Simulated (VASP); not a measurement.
# ZrB2 (P6/mmm) in VASP: single point with r2SCAN

Aim: the single point of ZrB2 with r2SCAN.

All numbers are computed with VASP 6.6.1; they aren't measurements. Logs are shortened: lines on timing, memory, paths and dates and some standing lists are left out, and cuts for length are marked.

## Step 1: Starting point

It takes space group P6/mmm (No. 191, hexagonal). Conventional cell: a = 3.168 Å, b = 3.168 Å, c = 3.550 Å, α = 90.00°, β = 90.00°, γ = 120.00°. Zr (site symmetry 6/mmm) has 12 B at 2.55 Å as nearest neighbours. B (site symmetry -6m2) has 3 B at 1.83 Å as nearest neighbours.

The cell is a database's computed one.

## Step 2: Single point, r2SCAN

POSCAR

```
ZrB2
1.0
    3.1679282684     -0.0000002887      0.0000000000
   -1.5839638842      2.7435065022      0.0000000000
    0.0000000000      0.0000000000      3.5498528147
Zr B
1 2
Direct
    0.0000000000      0.0000000000      0.0000000000
    0.3333333333      0.6666666667      0.5000000000
    0.6666666667      0.3333333333      0.5000000000
```

INCAR.step1

```
ALGO = Normal ; EDIFF = 1E-4
ENCUT = 520 ; GGA = PE
ISMEAR = 0 ; LASPH = True
LCHARG = False ; LREAL = False
LWAVE = True ; NBANDS = 16
NELM = 100 ; PREC = Accurate
SIGMA = 0.1
```

INCAR.step2

```
ALGO = Normal ; EDIFF = 1E-7
ENCUT = 520 ; ISIF = 2
ISMEAR = 0 ; ISTART = 1
LASPH = True ; LCHARG = False
LMIXTAU = True ; LREAL = False
LWAVE = False ; METAGGA = R2SCAN
NBANDS = 16 ; NELM = 100
PREC = Accurate ; SIGMA = 0.1
```

KPOINTS

```
k-points
0
Gamma
  18 18 14
```

Potentials or basis: VASP PAW PBE potentials, release 64 (Zr_sv, B).

Launch:

```sh
> cat potpaw_PBE.64/Zr_sv/POTCAR potpaw_PBE.64/B/POTCAR > POTCAR
> cp INCAR.step1 INCAR
> mpirun -np 1 vasp_std > vasp.out
> cp INCAR.step2 INCAR
> mpirun -np 1 vasp_std > vasp.out
```

OUTCAR:

```text
EDIFF = 1E-7
   ENCUT = 520
   ISIF = 2
   ISMEAR = 0
   ISTART = 1
   LASPH = True
   LREAL = False
   METAGGA = R2SCAN
   NELM = 100
   PREC = Accurate

 ion  position               nearest neighbor table
   1  0.000  0.000  0.000-   2 2.55   3 2.55   2 2.55   3 2.55   3 2.55   3 2.55   2 2.55   2 2.55
                             3 2.55   3 2.55   2 2.55   2 2.55
   2  0.333  0.667  0.500-   3 1.83   3 1.83   3 1.83   1 2.55   1 2.55   1 2.55   1 2.55   1 2.55
                             1 2.55
   3  0.667  0.333  0.500-   2 1.83   2 1.83   2 1.83   1 2.55   1 2.55   1 2.55   1 2.55   1 2.55
                             1 2.55

  LATTYP: Found a hexagonal cell.
 ALAT       =     3.1679282684
 C/A-ratio  =     1.1205597204

  Lattice vectors:

 A1 = (   3.1679282684,  -0.0000002887,   0.0000000000)
 A2 = (  -1.5839638842,   2.7435065022,   0.0000000000)
 A3 = (   0.0000000000,   0.0000000000,   3.5498528147)

Analysis of symmetry for initial positions (statically):
=====================================================================
 Subroutine PRICEL returns:
 Original cell was already a primitive cell.

 Routine SETGRP: Setting up the symmetry group for a
 hexagonal supercell.

 Subroutine GETGRP returns: Found 24 space group operations
 (whereof 24 operations were pure point group operations)
 out of a pool of 24 trial point group operations.

The static configuration has the point symmetry D_6h.

Analysis of symmetry for dynamics (positions and initial velocities):
=====================================================================
 Subroutine PRICEL returns:
 Original cell was already a primitive cell.

 Routine SETGRP: Setting up the symmetry group for a
 hexagonal supercell.

 Subroutine GETGRP returns: Found 24 space group operations
 (whereof 24 operations were pure point group operations)
 out of a pool of 24 trial point group operations.

The dynamic configuration has the point symmetry D_6h.

 Subroutine INISYM returns: Found 24 space group operations
 (whereof 24 operations are pure point group operations),
 and found     1 'primitive' translations

----------------------------------------------------------------------------------------

                                     Primitive cell

  volume of cell :      30.8526

  direct lattice vectors                    reciprocal lattice vectors
     3.167928268 -0.000000289  0.000000000     0.315663730  0.182248501  0.000000000
    -1.583963884  2.743506502  0.000000000     0.000000033  0.364497059  0.000000000
     0.000000000  0.000000000  3.549852815     0.000000000  0.000000000  0.281701820

  length of vectors
     3.167928268  3.167928268  3.549852815     0.364497059  0.364497059  0.281701820

  position of ions in fractional coordinates (direct lattice)
     0.000000000  0.000000000  0.000000000
     0.333333333  0.666666667  0.500000000
     0.666666667  0.333333333  0.500000000

  ion indices of the primitive-cell ions
   primitive index   ion index
                 1           1
                 2           2
                 3           3

----------------------------------------------------------------------------------------

 KPOINTS: k-points

Automatic generation of k-mesh.
 Grid dimensions read from file:
 generate k-points for:   18   18   14

 Generating k-lattice:

  Cartesian coordinates                     Fractional coordinates (reciprocal lattice)
     0.017536874  0.010124917  0.000000000     0.055555556  0.000000000  0.000000000
     0.000000002  0.020249837  0.000000000    -0.000000000  0.055555556  0.000000000
     0.000000000  0.000000000  0.020121559     0.000000000  0.000000000  0.071428571

  Length of vectors
     0.020249837  0.020249837  0.020121559

  Shift w.r.t. Gamma in fractional coordinates (k-lattice)
     0.000000000  0.000000000  0.000000000

 Subroutine IBZKPT returns following result:
 ===========================================

 Found    296 irreducible k-points:

 Following reciprocal coordinates:
            Coordinates               Weight
  0.000000  0.000000  0.000000      1.000000
  0.055556 -0.000000  0.000000      6.000000
  0.111111 -0.000000  0.000000      6.000000
  0.166667  0.000000  0.000000      6.000000
  0.222222  0.000000  0.000000      6.000000
  0.277778 -0.000000  0.000000      6.000000
[... 16 lines left out ...]
  0.333333  0.111111  0.000000     12.000000
  0.388889  0.111111  0.000000     12.000000
 [... further k-points ...]
   k-points           NKPTS =    296   k-points in BZ     NKDIM =    296   number of bands    NBANDS=     16
   number of dos      NEDOS =    301   number of ions     NIONS =      3
   total plane-waves  NPLWV =  16128
   dimension x,y,z NGX =    24 NGY =   24 NGZ =   28
   dimension x,y,z NGXF=    48 NGYF=   48 NGZF=   56
   ions per type =               1   2
   NGX,Y,Z   is equivalent  to a cutoff of  12.59, 12.59, 13.11 a.u.
   NGXF,Y,Z  is equivalent  to a cutoff of  25.19, 25.19, 26.23 a.u.
 SYSTEM =  unknown system
   PREC   = accura    normal or accurate (medium, high low for compatibility)
   ISTART =      1    job   : 0-new  1-cont  2-samecut
   ICHARG =      0    charge: 1-file 2-atom 10-const
   ISPIN  =      1    spin polarized calculation?
   LNONCOLLINEAR =      F non collinear calculations
   LSORBIT =      F    spin-orbit coupling
   LASPH  =      T    aspherical Exc in radial PAW
   ENCUT  =  520.0 eV  38.22 Ry    6.18 a.u.   5.89  5.89  6.60*2*pi/ulx,y,z
   NELM   =    100;   NELMIN=  2; NELMDL=  0     # of ELM steps
   EDIFF  = 0.1E-06   stopping-criterion for ELM
   LREAL  =      F    real-space projection
   EDIFFG = 0.1E-05   stopping-criterion for IOM
   NSW    =      0    number of steps for IOM
   IBRION =     -1    ionic relax: 0-MD 1-quasi-New 2-CG
   NFREE  =      0    steps in history (QN), initial steepest desc. (CG)
   ISIF   =      2    stress and relaxation
   ISYM   =      2    0-nonsym 1-usesym 2-fastsym
   POTIM  = 0.5000    time-step for ionic-motion
   TEBEG  =    0.0;   TEEND  =   0.0 temperature during run
   PSTRESS=    0.0 pullay stress
   NELECT =      18.0000    total number of electrons
   NUPDOWN=      -1.0000    fix difference up-down
   EMIN   =  10.00;   EMAX   =-10.00  energy-range for DOS
   EFERMI =   0.00;   METHOD = LEGACY
   ISMEAR =     0;   SIGMA  =   0.10  broadening in eV -4-tet -1-fermi 0-gaus
   EFERMI_NEDOS =   21; number of points for ismear=-14 and -15
   IALGO  =     38    algorithm
   IMIX   =      4    mixing-type and parameters
     AMIX     =   0.40;   BMIX     =  1.00
     AMIX_MAG =   1.60;   BMIX_MAG =  1.00
  volume/ion in A,a.u.               =      10.28        69.40
  Fermi-wavevector in a.u.,A,eV,Ry     =   1.367944  2.585040 25.460200  1.871272
  Thomas-Fermi vector in A             =   2.493952
   LORBIT       =      0    0 simple, 1 ext, 2 COOP (PROOUT), +10 PAW based schemes
   METAGGA = R2SCAN    functional components
   LHFCALC =     F    Hartree Fock is set to
   AEXX    =    0.0000 exact exchange contribution
   IVDW    =     0    specifies the selected vdW correction
   LEPSILON=     F    determine dielectric tensor
   LRPA    =     F    only Hartree local field effects (RPA)
 non-spin polarized calculation
 Gauss-broadening in eV      SIGMA  =   0.10
  energy-cutoff  :      520.00
  volume of cell :       30.85
 maximum number of plane-waves:       852
 NGX is ok and might be reduce to    24
   NGX = 11   NGY = 11   NGZ = 13

 number of electron      18.0000000 magnetization

 Free energy of the ion-electron system (eV)
  ---------------------------------------------------
  ext. energy  EPLUGINS =         0.00000000
  ---------------------------------------------------
  free energy    TOTEN  =       -40.63687785 eV

  energy without entropy =      -40.63499980  energy(sigma->0) =      -40.63593883

 E-fermi :  10.6927     XC(G=0): -13.3556

 val. band max:       10.6804205172   @ k =   0.0556   0.0556   0.2857
 cond. band min:      10.7015750160   @ k =   0.3889   0.2222   0.0000
 fundamental gap:      0.0211544988
 Fermi energy:        10.6927483081

 k-point     1 :       0.0000    0.0000    0.0000
  band No.  band energies     occupation
      1     -39.8186      2.00000
      2     -17.3161      2.00000
      3     -16.7342      2.00000
      4     -16.7342      2.00000
      5      -3.0245      2.00000
      6       7.8651      2.00000
[... 8 lines left out ...]
     15      15.9729      0.00000
     16      15.9729      0.00000

 k-point     2 :       0.0556   -0.0000    0.0000
  band No.  band energies     occupation
      1     -39.8149      2.00000
      2     -17.3105      2.00000
      3     -16.7664      2.00000
      4     -16.7410      2.00000
      5      -2.9586      2.00000
      6       7.6540      2.00000
[... 8 lines left out ...]
     15      16.3198      0.00000
     16      16.4876      0.00000

 k-point     3 :       0.1111   -0.0000    0.0000
  band No.  band energies     occupation
      1     -39.8041      2.00000
      2     -17.2946      2.00000
      3     -16.8581      2.00000
      4     -16.7607      2.00000
      5      -2.7646      2.00000
      6       7.0985      2.00000
[... 8 lines left out ...]
     15      16.7910      0.00000
     16      17.4498      0.00000

 k-point     4 :       0.1667    0.0000    0.0000
  band No.  band energies     occupation
      1     -39.7876      2.00000
      2     -17.2700      2.00000
      3     -16.9960      2.00000
      4     -16.7906      2.00000
      5      -2.4517      2.00000
      6       6.3440      2.00000
[... 8 lines left out ...]
     15      17.7878      0.00000
     16      17.8279      0.00000
[... 324 lines left out ...]
 k-point    22 :       0.2778    0.1111    0.0000
  band No.  band energies     occupation
      1     -39.7194      2.00000
      2     -17.4830      2.00000
      3     -17.1685      2.00000
      4     -16.9622      2.00000
      5      -0.7648      2.00000
      6       3.8033      2.00000
[... 8 lines left out ...]
     15      18.8795      0.00000
     16      20.6550      0.00000

 k-point    23 :       0.3333    0.1111    0.0000
  band No.  band energies     occupation
      1     -39.7036      2.00000
      2     -17.5907      2.00000
      3     -17.1448      2.00000
      4     -17.0002      2.00000
      5      -0.1098      2.00000
      6       2.9840      2.00000
[... 8 lines left out ...]
     15      19.7870      0.00000
     16      20.3482      0.00000

 k-point    24 :       0.3889    0.1111    0.0000
  band No.  band energies     occupation
      1     -39.6932      2.00000
      2     -17.6602      2.00000
      3     -17.1293      2.00000
      4     -17.0249      2.00000
      5       0.6018      2.00000
      6       2.1700      2.00000
[... 8 lines left out ...]
     15      19.7060      0.00000
     16      20.5275      0.00000

 [... further k-points ...]
[... 5 lines left out ...]
  --------------------------------------------------------------------------------------
  -------------------------------------------------------------------------------------
  Total        0.0189243      0.0189243      0.0188060     -0.0000000     -0.0000000     -0.0000000
  in kB        0.9827382      0.9827382      0.9765960     -0.0000000     -0.0000000     -0.0000000
  external PRESSURE =       0.9806908 kB  Pullay stress =       0.0000000 kB

 VOLUME and BASIS-vectors are now :
 -----------------------------------------------------------------------------
  energy-cutoff  :      520.00
  volume of cell :       30.85
      direct lattice vectors                 reciprocal lattice vectors
     3.167928268 -0.000000289  0.000000000     0.315663730  0.182248501  0.000000000
    -1.583963884  2.743506502  0.000000000     0.000000033  0.364497059  0.000000000
     0.000000000  0.000000000  3.549852815     0.000000000  0.000000000  0.281701820

 POSITION                                       TOTAL-FORCE (eV/Angst)
 -----------------------------------------------------------------------------------
      0.00000      0.00000      0.00000         0.000000      0.000000      0.000000
      0.00000      1.82900      1.77493        -0.000000     -0.000000      0.000000
      1.58396      0.91450      1.77493         0.000000      0.000000      0.000000
 -----------------------------------------------------------------------------------
    total drift:                               -0.000000      0.000000     -0.000000

  FREE ENERGIE OF THE ION-ELECTRON SYSTEM (eV)
  ---------------------------------------------------
  free  energy   TOTEN  =       -40.6368778472 eV

  energy  without entropy=      -40.6349998034  energy(sigma->0) =      -40.63593883
```

Run time: 3.5 min. Hardware: 1 thread of Intel Xeon Platinum 8559C (Emerald Rapids), shared host; peak memory 0.26 GiB.

What came out:

| Item | Value |
| --- | --- |
| Free energy | -40.6369 eV |
| Pressure | 0.1 GPa |
| Band gap on the k mesh | none (metal or under the smearing width) |

Caveat: the PAW data sets were made with another functional, which shifts forces and pressure a little.
